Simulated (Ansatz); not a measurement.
# C: a trial structure relaxed

Where does this trial cell of C go when cell and atoms are let free?

Computed with Ansatz 0.2.0 (DFT PBE, scalar-relativistic, plane waves, PAW, unless a step's input says otherwise).

**1. The starting structure**

Symmetry: I4_122, No. 98, tetragonal system. Conventional cell: a = 4.564 Å, b = 4.564 Å, c = 2.729 Å, α = 90.00°, β = 90.00°, γ = 90.00°. Around C (site symmetry 222) lie 4 C at 1.55 Å. C (site symmetry 2) is surrounded by 4 C at 1.46 to 1.55 Å.

As a file:

```cif
data_structure
_symmetry_space_group_name_H-M 'P 1'
_symmetry_Int_Tables_number 1
_cell_length_a 3.5037
_cell_length_b 3.5037
_cell_length_c 3.5037
_cell_angle_alpha 98.724
_cell_angle_beta 98.724
_cell_angle_gamma 134.158
_cell_volume 28.42
loop_
_atom_site_label
_atom_site_type_symbol
_atom_site_fract_x
_atom_site_fract_y
_atom_site_fract_z
_atom_site_occupancy
C1 C 0.50000 0.50000 0.00000 1
C2 C 0.25000 0.75000 0.50000 1
C3 C 0.82518 0.62500 0.70018 1
C4 C 0.92482 0.12500 0.29982 1
C5 C 0.37500 0.17482 0.29982 1
C6 C 0.87500 0.07518 0.70018 1
```

Recipe of the guess: 4-connected net of one element (I4_122, No. 98). Lengths come from tabulated atomic sizes and are only a guess.

**2. The guess as it stands, on a coarse mesh**

input.yaml

```yaml
crystal:
  lattice:
    - [-2.28188775, 2.28188775, 1.36457302]
    - [2.28188775, -2.28188775, 1.36457302]
    - [2.28188775, 2.28188775, -1.36457302]
  atoms:
    - { symbol: C, position: [0.5, 0.5, 0.0] }
    - { symbol: C, position: [0.25, 0.75, 0.5] }
    - { symbol: C, position: [0.82517507, 0.625, 0.70017507] }
    - { symbol: C, position: [0.92482493, 0.125, 0.29982493] }
    - { symbol: C, position: [0.375, 0.17482493, 0.29982493] }
    - { symbol: C, position: [0.875, 0.07517507, 0.70017507] }
basis:
  ecutwfc: 420
kpoints:
  mp_grid: { grid: [8, 8, 8] }
hamiltonian:
  xc: pbe
scf:
  occupations: { method: gaussian, width: 0.1 }
  lower_state_search: "off"
output:
  forces: true
  stress: true
  eigenvalues: true
```

Started as:

```
> ansatz run input.yaml --threads 1 --pin off --max-ram 2560MiB --backend cpu --events-out ev --progress --plain --runs-dir out
```

Log, shortened:

```text
[...]
SCF converged after 6 iterations
Free energy (F): -1493.132825 eV
[...]
E sigma→0 (E₀):  -1493.132825 eV
Fermi energy:    18.166763 eV
[...]
--- Forces (eV/Å), atoms counted from 1 ---
  atom   1  C     -0.00000000    -0.00000000    -0.00000000
  atom   2  C     -0.00000000     0.00000000     0.00000000
  atom   3  C     -0.00000000    -2.32860361     0.00000000
  atom   4  C     -0.00000000     2.32860361    -0.00000000
  atom   5  C      2.32860361     0.00000000     0.00000000
  atom   6  C     -2.32860361     0.00000000    -0.00000000
[...]
--- Stress (GPa, compression-positive) ---
      125.354496       0.000000      -0.000000
        0.000000     125.354496       0.000000
        0.000000       0.000000      68.260882
  P = ⅓ Tr σ = 106.3233 GPa (1063.233 kbar)
--- Band table (eV; the first three rows and the last of 59) ---
  k-point 0: bands = ["-7.6996", "1.5836", "4.0394", "4.0394", "6.0606", "8.7576", "11.0403", "11.0403", "11.8770", "11.9880", "12.1789", "12.1789", "18.7332", "20.9767", "21.7483", "21.7483", "26.3181"]
[...]
```

It took 14 s on 1 thread of Intel Xeon at 2.50GHz (Skylake/Cascade Lake), shared host; peak memory 0.32 GiB.

Read-out: pressure 106.3 GPa, largest force 2.33 eV/Å, gap on this mesh 1.14 eV. A guess like this is first relaxed loosely on the coarse mesh.

**3. Rough relaxation on the coarse mesh**

input.yaml, as its differences from that of step 2:

```diff
@@ -25 +25,6 @@
   eigenvalues: true
+relax:
+  adjacent_minimum: "off"
+  f_tol: 0.04
+  max_steps: 70
+  cell: { stress_tol: 0.4 }
```

Started as:

```
> ansatz run input.yaml --threads 1 --pin off --max-ram 2560MiB --backend cpu --events-out ev --progress --plain --runs-dir out
```

Log:

```text
Warning: RAYON_NUM_THREADS=1 ignored (pool sized by the plan → 1); use --threads N
Engine: ansatz 0.2.0, x86_64-unknown-linux-gnu
Pseudopotentials: kind: paw
Pseudopotential: C, paw, valence charge 4, recommended cutoff 420 eV (normal), C.paw.azcp
Functional definition: PBE
  parameter kappa = 0.804
  parameter beta = 0.06672455060314922
  exchange = pbe_x(kappa = kappa, mu = beta*pi^2/3)
  correlation = pbe_c(beta = beta)
Crystal: 6 atoms, lattice volume = 28.421 Å³
Basis set: ecut = 420 eV, 557 PW (Γ), exchange–correlation on 48×48×48 points (8 copies of the dense FFT grid, shifted against one another)
Bands: 18, of which v1, the nominal top of the filled ones, is band 12 counted from 1 (11 counted from 0)
Symmetry: 8 space group operations
Space group: I4122 (ITA 98), of the structure as read, at distance tolerance 3.1e-5 Å
k-points: 59 of 512 (time reversal used)
Non-local potential: C, projectors of the file, l = 0: 2, l = 1: 2, l = 2: 1
PAW form: soft (Blöchl's): semilocal exchange-correlation on the pseudo side does not see the compensation charge
PAW one-centre angular grid: C, 110 points (default); XC on 64 Gauss nodes
Initial density: superposition of atomic densities (neutral atoms: chi_scale 0, normalization atom), corrected by the library's trained network
Initial wavefunctions: pseudopotential atomic-orbital guess
Functional: x = pbe(κ = 0.804, μ = 0.2195149727645171), c = pbe(β = 0.06672455060314922)
SCF iter   1: F=—  HF=-1493.160252 eV  |F-HF|=—  |Δ(HF+E_count)|=         —  Δρ=2.40e-2  dr2=1.05e-1  ethr=1.77e-3  ⟨swp⟩=5.5  Hψ=6012  notcnv=0
preconditioner: auto → none  [insulator: Δε(μ)=1.225 eV  Ē_g=16.722 eV  σ=0.100 eV  W_gap=1.00  n_scr=4 (ndim 8)  ℏωp=34.1 eV  f_vac=0.000  D(μ)=0.00/eV (n_scr^D=0)  ε∞_Penn≈5.2]
SCF iter   2: F=—  HF=-1493.134168 eV  |F-HF|=—  |Δ(HF+E_count)|=   2.61e-2  Δρ=8.73e-3  dr2=9.76e-3  ethr=4.39e-4  ⟨swp⟩=2.0  Hψ=1777  notcnv=0  defer=65
SCF iter   3: F=—  HF=-1493.132799 eV  |F-HF|=—  |Δ(HF+E_count)|=   1.37e-3  Δρ=2.36e-3  dr2=5.07e-4  ethr=4.07e-5  ⟨swp⟩=2.6  Hψ=1685  notcnv=0  defer=65
SCF iter   4: F=—  HF=-1493.132815 eV  |F-HF|=—  |Δ(HF+E_count)|=   1.58e-5  Δρ=5.17e-4  dr2=2.20e-5  ethr=2.11e-6  ⟨swp⟩=2.6  Hψ=1623  notcnv=0  defer=65
SCF iter   5: F=—  HF=-1493.132825 eV  |F-HF|=—  |Δ(HF+E_count)|=   1.02e-5  Δρ=3.47e-5  dr2=9.95e-8  ethr=9.19e-8  ⟨swp⟩=2.1  Hψ=1656  notcnv=0  defer=65
SCF iter   6: F=-1493.132825 eV  HF=-1493.132825 eV  |F-HF|=3.52e-10  |Δ(HF+E_count)|=   4.98e-8  Δρ=3.83e-6  dr2=1.45e-9  ethr=4.15e-10  ⟨swp⟩=7.5  Hψ=4998  notcnv=0
SCF 1 converged in 6 iterations: F = -1493.132825 eV  dr2 = 1.45e-9
relax step   1: F+E_penalty+E_count = -1493.13282526 eV  Δ(F+E_penalty+E_count) = +0.000e0 eV  max|allowed force component| = 2.329e0 eV/Å  Δτ_max = 0.0000 Å  P = +106.323 GPa  Ω = 28.421 Å³  (6 SCF iters, dr2 threshold 1.00e-7 eV, accepted)
Crystal: 6 atoms, lattice volume = 31.378 Å³
Basis set: ecut = 420 eV, 581 PW (Γ), exchange–correlation on 48×48×48 points (8 copies of the dense FFT grid, shifted against one another)
Initial density: handed on by an earlier stage of this run
Initial wavefunctions: those handed on with the density
iter 1 solved again at ethr=4.97e-4 eV; its pass at ethr=3.10e-3 eV (dr2=1.19e-1 eV) is discarded
SCF iter   1: F=—  HF=-1494.996065 eV  |F-HF|=—  |Δ(HF+E_count)|=         —  Δρ=2.26e-2  dr2=1.18e-1  ethr=4.97e-4  ⟨swp⟩=1.0  Hψ=8483  notcnv=0
preconditioner: auto → none  [insulator: Δε(μ)=1.547 eV  Ē_g=15.845 eV  σ=0.100 eV  W_gap=1.00  n_scr=4 (ndim 8)  ℏωp=32.5 eV  f_vac=0.000  D(μ)=0.00/eV (n_scr^D=0)  ε∞_Penn≈5.2]
SCF iter   2: F=—  HF=-1494.967510 eV  |F-HF|=—  |Δ(HF+E_count)|=   2.86e-2  Δρ=9.53e-3  dr2=1.95e-2  ethr=4.92e-4  ⟨swp⟩=3.0  Hψ=1933  notcnv=0
SCF iter   3: F=—  HF=-1494.964290 eV  |F-HF|=—  |Δ(HF+E_count)|=   3.22e-3  Δρ=8.31e-4  dr2=9.17e-5  ethr=8.12e-5  ⟨swp⟩=2.9  Hψ=1881  notcnv=0
SCF iter   4: F=—  HF=-1494.964366 eV  |F-HF|=—  |Δ(HF+E_count)|=   7.64e-5  Δρ=1.74e-4  dr2=9.69e-6  ethr=3.82e-7  ⟨swp⟩=2.0  Hψ=1646  notcnv=0
iter 5 did not close the SCF: its close was put off for the readings that it lacked (scf_convergence_deferred on its scf_iter line)
SCF iter   5: F=-1494.964365 eV  HF=-1494.964365 eV  |F-HF|=1.69e-7  |Δ(HF+E_count)|=   1.62e-6  Δρ=4.07e-5  dr2=2.45e-7  ethr=4.04e-8  ⟨swp⟩=2.0  Hψ=1651  notcnv=0
SCF iter   6: F=-1494.964365 eV  HF=-1494.964365 eV  |F-HF|=6.79e-9  |Δ(HF+E_count)|=   2.31e-7  Δρ=6.69e-6  dr2=4.68e-9  ethr=1.02e-9  ⟨swp⟩=3.1  Hψ=4859  notcnv=0
SCF 2 converged in 6 iterations: F = -1494.964365 eV  dr2 = 4.68e-9
relax step   2: F+E_penalty+E_count = -1494.96436493 eV  Δ(F+E_penalty+E_count) = -1.832e0 eV  max|allowed force component| = 1.698e0 eV/Å  Δτ_max = 0.0367 Å  P = +49.452 GPa  Ω = 31.378 Å³  energy of the carried Pulay correction = -1.730e-2 eV  (6 SCF iters, dr2 threshold 6.00e-7 eV, accepted)
Crystal: 6 atoms, lattice volume = 34.883 Å³
Basis set: ecut = 420 eV, 705 PW (Γ), exchange–correlation on 48×48×48 points (8 copies of the dense FFT grid, shifted against one another)
iter 1 solved again at ethr=4.98e-4 eV; its pass at ethr=3.10e-3 eV (dr2=1.19e-1 eV) is discarded
SCF iter   1: F=—  HF=-1495.782866 eV  |F-HF|=—  |Δ(HF+E_count)|=         —  Δρ=2.22e-2  dr2=1.20e-1  ethr=4.98e-4  ⟨swp⟩=1.0  Hψ=8176  notcnv=0
preconditioner: auto → none  [insulator: Δε(μ)=1.451 eV  Ē_g=14.796 eV  σ=0.100 eV  W_gap=1.00  n_scr=16 (ndim 8)  ℏωp=30.8 eV  f_vac=0.000  D(μ)=0.00/eV (n_scr^D=0)  ε∞_Penn≈5.3]
SCF iter   2: F=—  HF=-1495.755278 eV  |F-HF|=—  |Δ(HF+E_count)|=   2.76e-2  Δρ=9.36e-3  dr2=2.08e-2  ethr=4.98e-4  ⟨swp⟩=3.0  Hψ=1903  notcnv=0
SCF iter   3: F=—  HF=-1495.752087 eV  |F-HF|=—  |Δ(HF+E_count)|=   3.19e-3  Δρ=9.44e-4  dr2=1.53e-4  ethr=8.65e-5  ⟨swp⟩=2.9  Hψ=1933  notcnv=0
SCF iter   4: F=—  HF=-1495.752167 eV  |F-HF|=—  |Δ(HF+E_count)|=   7.97e-5  Δρ=2.52e-4  dr2=1.52e-5  ethr=6.39e-7  ⟨swp⟩=2.1  Hψ=1612  notcnv=0
iter 5 did not close the SCF: its close was put off for the readings that it lacked (scf_convergence_deferred on its scf_iter line)
SCF iter   5: F=-1495.752173 eV  HF=-1495.752173 eV  |F-HF|=2.36e-7  |Δ(HF+E_count)|=   5.62e-6  Δρ=3.75e-5  dr2=1.87e-7  ethr=6.32e-8  ⟨swp⟩=2.0  Hψ=1609  notcnv=0
SCF iter   6: F=-1495.752173 eV  HF=-1495.752173 eV  |F-HF|=3.99e-9  |Δ(HF+E_count)|=   2.88e-7  Δρ=4.41e-6  dr2=2.50e-9  ethr=7.80e-10  ⟨swp⟩=3.5  Hψ=4719  notcnv=0
SCF 3 converged in 6 iterations: F = -1495.752173 eV  dr2 = 2.50e-9
relax step   3: F+E_penalty+E_count = -1495.75217308 eV  Δ(F+E_penalty+E_count) = -7.878e-1 eV  max|allowed force component| = 4.210e-1 eV/Å  Δτ_max = 0.0452 Å  P = +9.056 GPa  Ω = 34.883 Å³  energy of the carried Pulay correction = -3.572e-2 eV  (6 SCF iters, dr2 threshold 6.00e-7 eV, accepted)
[... from here on, the SCF cycles and remarks between the steps are left out ...]
relax step   4: F+E_penalty+E_count = -1495.79068378 eV  Δ(F+E_penalty+E_count) = -3.851e-2 eV  max|allowed force component| = 9.081e-3 eV/Å  Δτ_max = 0.0128 Å  P = +1.543 GPa  Ω = 35.843 Å³  energy of the carried Pulay correction = -4.042e-2 eV  (6 SCF iters, dr2 threshold 6.00e-7 eV, accepted)
relax step   5: F+E_penalty+E_count = -1495.78977295 eV  Δ(F+E_penalty+E_count) = +9.108e-4 eV  max|allowed force component| = 1.721e-1 eV/Å  Δτ_max = 0.0015 Å  P = -0.625 GPa  Ω = 35.995 Å³  energy of the carried Pulay correction = -4.115e-2 eV  (6 SCF iters, dr2 threshold 6.00e-7 eV, rejected (line search))
relax step   6: F+E_penalty+E_count = -1495.79091710 eV  Δ(F+E_penalty+E_count) = -2.333e-4 eV  max|allowed force component| = 1.253e-2 eV/Å  Δτ_max = 0.0006 Å  P = +0.600 GPa  Ω = 35.944 Å³  energy of the carried Pulay correction = -4.090e-2 eV  (6 SCF iters, accepted)
relax step   7: F+E_penalty+E_count = -1495.79073066 eV  Δ(F+E_penalty+E_count) = +1.864e-4 eV  max|allowed force component| = 4.487e-4 eV/Å  Δτ_max = 0.0007 Å  P = +0.002 GPa  Ω = 36.015 Å³  energy of the carried Pulay correction = -4.125e-2 eV  (6 SCF iters, dr2 threshold 6.00e-7 eV, accepted)
relax step   8: F+E_penalty+E_count = -1495.92648191 eV  Δ(F+E_penalty+E_count) = -1.358e-1 eV  max|allowed force component| = 7.419e-3 eV/Å  Δτ_max = 0.0000 Å  P = +4.276 GPa  Ω = 36.015 Å³  stress off target by 4.82e0 GPa  SCF on the basis re-selected at this cell (its energy is not comparable with the rows above)  (6 SCF iters)
relax step   9: F+E_penalty+E_count = -1495.93077992 eV  Δ(F+E_penalty+E_count) = -4.298e-3 eV  max|allowed force component| = 1.330e-3 eV/Å  Δτ_max = 0.0034 Å  P = +0.396 GPa  Ω = 36.497 Å³  energy of the carried Pulay correction = -2.938e-3 eV  (6 SCF iters, dr2 threshold 6.00e-7 eV, accepted)
relax step  10: F+E_penalty+E_count = -1495.93051562 eV  Δ(F+E_penalty+E_count) = +2.643e-4 eV  max|allowed force component| = 1.979e-4 eV/Å  Δτ_max = 0.0004 Å  P = -0.003 GPa  Ω = 36.549 Å³  energy of the carried Pulay correction = -3.270e-3 eV  (6 SCF iters, dr2 threshold 5.06e-7 eV, accepted)
iter 1 solved again at ethr=4.18e-8 eV; its pass at ethr=3.10e-3 eV (dr2=1.00e-5 eV) is discarded
SCF iter   1: F=—  HF=-1495.934109 eV  |F-HF|=—  |Δ(HF+E_count)|=         —  Δρ=1.31e-4  dr2=9.07e-7  ethr=4.18e-8  ⟨swp⟩=3.1  Hψ=8776  notcnv=0
preconditioner: auto → none  [insulator: Δε(μ)=1.410 eV  Ē_g=14.304 eV  σ=0.100 eV  W_gap=1.00  n_scr=16 (ndim 8)  ℏωp=30.1 eV  f_vac=0.000  D(μ)=0.00/eV (n_scr^D=0)  ε∞_Penn≈5.4]
SCF iter   2: F=—  HF=-1495.934109 eV  |F-HF|=—  |Δ(HF+E_count)|=   6.56e-7  Δρ=6.54e-5  dr2=2.02e-7  ethr=3.78e-9  ⟨swp⟩=2.0  Hψ=1651  notcnv=0
iter 3 did not close the SCF: its close was put off for the readings that it lacked (scf_convergence_deferred on its scf_iter line)
SCF iter   3: F=-1495.934110 eV  HF=-1495.934110 eV  |F-HF|=1.54e-9  |Δ(HF+E_count)|=   4.67e-7  Δρ=3.78e-6  dr2=1.05e-9  ethr=8.43e-10  ⟨swp⟩=2.5  Hψ=1819  notcnv=0
iter 4 did not close the SCF: its close was put off for the readings that it lacked (scf_convergence_deferred on its scf_iter line)
SCF iter   4: F=-1495.934110 eV  HF=-1495.934110 eV  |F-HF|=1.23e-10  |Δ(HF+E_count)|=   1.62e-9  Δρ=5.85e-7  dr2=1.68e-10  ethr=4.37e-12  ⟨swp⟩=2.0  Hψ=1764  notcnv=0
iter 5 did not close the SCF: its close was put off for the readings that it lacked (scf_convergence_deferred on its scf_iter line)
SCF iter   5: F=-1495.934110 eV  HF=-1495.934110 eV  |F-HF|=1.36e-12  |Δ(HF+E_count)|=  5.62e-11  Δρ=8.54e-8  dr2=8.77e-13  ethr=1.00e-12  ⟨swp⟩=2.4  Hψ=1636  notcnv=0
SCF iter   6: F=-1495.934110 eV  HF=-1495.934110 eV  |F-HF|=0.00e0  |Δ(HF+E_count)|=  1.59e-12  Δρ=1.26e-8  dr2=2.11e-14  ethr=1.00e-12  ⟨swp⟩=1.1  Hψ=2375  notcnv=0
SCF 11 converged in 6 iterations: F = -1495.934110 eV  dr2 = 2.11e-14
relax step  11: F+E_penalty+E_count = -1495.93410996 eV  Δ(F+E_penalty+E_count) = -3.594e-3 eV  max|allowed force component| = 3.977e-4 eV/Å  Δτ_max = 0.0000 Å  P = +0.024 GPa  Ω = 36.549 Å³  stress off target by 2.82e-2 GPa  SCF on the basis re-selected at this cell (its energy is not comparable with the rows above)  (6 SCF iters)
basis re-selected at this cell: Δ(F+E_penalty+E_count) = -3.594e-3 eV, ΔP = +0.028 GPa vs the last step (what re-selecting the basis moved, of the pressure what is left beyond the Pulay correction that the steps carried, after the strain that the cell walked since its last selection, with what the two solves' SCF thresholds leave and, on support functions, any second-order correction that the steps lacked; it is no measure of the basis error at this ecutwfc). This SCF's stress stands 2.82e-2 GPa from its target on what of the cell is left free (relax.cell.stress_tol is 4.00e-1 GPa) and its largest allowed force component is 3.98e-4 eV/Å (relax.f_tol is 4.00e-2 eV/Å): within both
SCF converged after 6 iterations
Free energy (F): -1495.934110 eV
Harris-Foulkes:  -1495.934110 eV  (|F-HF|=0.00e0)
Internal energy: -1495.934110 eV  (E = F + TS)
E sigma→0 (E₀):  -1495.934110 eV
Fermi energy:    12.769329 eV
--- Per-component energies (eV) ---
  E_band       = 86.250264
  E_kinetic    = 539.215113
  E_local      = -449.185038  (includes V_loc(G=0)·N_el)
  E_nonlocal   = 160.311417
  E_hartree    = 115.501922
  E_xc         = -288.232117
  E_vxc        = -357.629488  (∫ρ·V_xc dr)
  E_paw        = -593.349006  (= ΣΔE_a)
  E_vpaw       = -37.465620  (= ΣTr[D̂ρ^β])
  E_aug_tail   = 0.000037  (compensation charges beyond the density's cutoff)
  E_ewald      = -980.196437
  E_smearing   = -0.000000  (= −TS)
  E_closure    = -0.000000  (closes the sum)
  Σ components = -1495.934110   (vs F -1495.934110, Δ=0.00e0)
--- Forces (eV/Å), atoms counted from 1 ---
  atom   1  C     -0.00000000     0.00000000     0.00000000
  atom   2  C     -0.00000000    -0.00000000     0.00000000
  atom   3  C     -0.00000000     0.00039769     0.00000000
  atom   4  C     -0.00000000    -0.00039769     0.00000000
  atom   5  C     -0.00039769     0.00000000     0.00000000
  atom   6  C      0.00039769    -0.00000000     0.00000000
  max |Σ_I F_I| component: 3.61e-16 eV/Å
--- Stress (GPa, compression-positive) ---
        0.028168       0.000000       0.000000
        0.000000       0.028168       0.000000
        0.000000       0.000000       0.016703
  P = ⅓ Tr σ = 0.0243 GPa (0.243 kbar)
--- Band table (eV; the first three rows and the last of 59) ---
  k-point 0: bands = ["-9.5253", "-1.0248", "-0.0058", "-0.0058", "2.1147", "6.3227", "6.5615", "6.5615", "7.6911", "8.0000", "8.7601", "8.7601", "13.4719", "14.7409", "17.4704", "17.4704", "21.3419", "21.7418"]
  k-point 1: bands = ["-9.4097", "-2.0822", "0.0631", "0.3203", "3.0194", "5.8953", "6.4786", "6.7166", "7.8370", "7.8648", "8.4938", "8.9005", "13.6836", "15.3494", "17.5027", "17.6263", "20.6262", "21.2935"]
  k-point 2: bands = ["-9.0848", "-3.5645", "0.2431", "0.5769", "4.5125", "5.4301", "6.5174", "6.5453", "7.2869", "7.7858", "8.2564", "9.7356", "14.2416", "16.6446", "17.5285", "18.0025", "19.3604", "20.1339"]
  k-point 58: bands = ["-7.0817", "-4.7012", "-4.7012", "1.7571", "4.0981", "4.0981", "6.5040", "9.8778", "10.0322", "10.1256", "10.2972", "10.2972", "15.9668", "15.9668", "16.4565", "17.3250", "18.2545", "20.2507"]
--- Relaxed structure (9 steps of the walk, 8 accepted, 2 SCFs on fresh bases) ---
  F+E_penalty+E_count = -1495.93410996 eV   max|allowed force component| = 3.977e-4 eV/Å   (the final SCF, on the basis selected at the relaxed cell)
  cell:  # Å, volume = 36.5488 Å³
    - [-2.5230164028610655, 2.5230164028610655, 1.4353986108893932]
    - [2.5230164028610655, -2.5230164028610655, 1.4353986108893932]
    - [2.5230164028610655, 2.5230164028610655, -1.4353986108893932]
  atoms:
    - { symbol: C, position: [0.5, 0.5, 1.1074097180226606e-33] }
    - { symbol: C, position: [0.25, 0.75, 0.5] }
    - { symbol: C, position: [0.803314128696714, 0.625, 0.678314128696714] }
    - { symbol: C, position: [0.946685871303286, 0.125, 0.3216858713032859] }
    - { symbol: C, position: [0.375, 0.19668587130328608, 0.321685871303286] }
    - { symbol: C, position: [0.8750000000000001, 0.05331412869671394, 0.678314128696714] }
```

Wall time 2.3 min (1 thread of Intel Xeon at 2.50GHz (Skylake/Cascade Lake), shared host); peak memory 0.35 GiB.

Relaxation path:

```
step  energy from step 1 (eV/cell)  largest force component (eV/Å)  pressure (GPa)  volume (Å³)
   1                        0.0000                          2.3286          106.32        28.42
   2                       -1.8315                          1.6979           49.45        31.38
   3                       -2.6193                          0.4210            9.06        34.88
   4                       -2.6579                          0.0091            1.54        35.84
   5                       -2.6569                          0.1721           -0.63        35.99
   6                       -2.6581                          0.0125            0.60        35.94
   7                       -2.6579                          0.0004            0.00        36.02
   8                       -2.7937                          0.0074            4.28        36.02
   9                       -2.7980                          0.0013            0.40        36.50
  10                       -2.7977                          0.0002            0.00        36.55
  11                       -2.8013                          0.0004            0.02        36.55
```

Step 1 is the start. Steps 8, 11 each repeat the geometry before them on a plane-wave basis chosen anew, so the energy can jump there without any move. Step 5 was tried and not accepted.

Lengths and angles in the start's conventional setting:

|  | before | after | change |
| --- | --- | --- | --- |
| a (Å) | 4.564 | 5.046 | +10.6 % |
| b (Å) | 4.564 | 5.046 | +10.6 % |
| c (Å) | 2.729 | 2.871 | +5.2 % |
| volume (Å³/atom) | 4.74 | 6.09 | +28.6 % |
| shortest distance (Å) | 1.461 | 1.461 | 0.0 % |
| space group (0.01 Å) | I4_122 | I4_122 | same |

Forces and stress were held to the start's 8 operations: a distortion of lower symmetry was not tested.

[end of part 1 of 2]
